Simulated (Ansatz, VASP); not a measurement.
## Sb: VASP beside Ansatz

Contents of INCAR:

```
PREC     = Accurate       # precision mode
ENCUT    = 520            # plane-wave cutoff, eV
EDIFF    = 1E-6           # SCF threshold, eV
ISMEAR   = -1             # smearing method
SIGMA    = 0.1            # smearing width, eV
LREAL    = False          # projectors in reciprocal space
LASPH    = True           # aspherical terms in the spheres
NELM     = 60             # most SCF steps
ALGO     = Normal         # electronic algorithm
ISIF     = 2              # what is computed and relaxed
LWAVE    = False          # write WAVECAR
LCHARG   = True           # write CHGCAR
GGA      = PE             # functional
LELF     = True           # ELF
LVHAR    = True         
NBANDS   = 12             # bands
```

The input KPOINTS:

```
regular mesh
0
Gamma
  12 12 7
```

Contents of POSCAR:

```
Sb
1.0
    3.3149535100      0.0000000000      0.0000000000
   -1.6574767500      2.8708293800      0.0000000000
    0.0000000000      0.0000000000      5.2063684200
Sb
2
Direct
    0.3333300000      0.6666700000      0.2500000000
    0.6666600000      0.3333300000      0.7500000000
```

Input for Ansatz:

```yaml
crystal:
  lattice:
    - [3.31495351, 0.0, 0.0]
    - [-1.65747675, 2.87082938, 0.0]
    - [0.0, 0.0, 5.20636842]
  atoms:
    - { symbol: Sb, position: [0.33333, 0.66667, 0.25] }
    - { symbol: Sb, position: [0.66666, 0.33333, 0.75] }
  symmetry: { tolerance: 0.0003 }
kpoints:
  mp_grid: { grid: [12, 12, 7], shift: [0, 0, 0] }
  band_path:
    path:
      - [0.0, 0.0, 0.0]
      - [0.5, 0.0, 0.0]
      - [0.33333333, 0.33333333, 0.0]
      - [0.0, 0.0, 0.0]
      - [0.0, 0.0, 0.5]
      - [0.5, 0.0, 0.5]
      - [0.33333333, 0.33333333, 0.5]
      - [0.0, 0.0, 0.5]
      - [0.5, 0.0, 0.5]
      - [0.5, 0.0, 0.0]
      - [0.33333333, 0.33333333, 0.5]
    npoints: 6
magnetization:
  spin_polarized: false
scf:
  occupations: { method: fermi_dirac }
  lower_state_search: "off"
  max_iter: 200
hamiltonian:
  pseudopotentials: { kind: paw }
  xc: pbe
basis:
  ecutwfc: 420
  fft_grid_basis: typed
output:
  forces: true
  stress: true
  eigenvalues: true
  bader: true
  populations: true
  elf: true
  write_potential: true
  volumetric_format: npy
  dos:
    e_range: [-12, 8]
    de: 0.05
    projected: { site_lists: { Sb: [Sb] } }
checkpoint:
  read: saved_state
```

Alike in both runs: task single point; functional PBE; k mesh 12 × 12 × 7; no spin polarisation.

```csv
,VASP,Ansatz
version,VASP 6.6.1,Ansatz 0.2.0
potentials or method,"VASP PAW PBE potentials, release 64 (Sb)",PAW plane waves
plane-wave cutoff (eV),520,420
occupations,"fermi-dirac, width 0.1 eV",fermi-dirac
valence electrons in the cell,10,30
```

VASP gave:

```
pressure (GPa)                                  : 7.5
largest component of the traceless stress (GPa) : 0.31
```

Question: What did Ansatz give for the same quantities?

Answer: Pressure (GPa): 7.6; largest component of the traceless stress (GPa): 0.31.

The two sets of potentials don't hold the same shells in valence. Ansatz warned: «structure_snapped_to_symmetry».

The runs have no spin-orbit coupling, so splittings on Sb are missing.
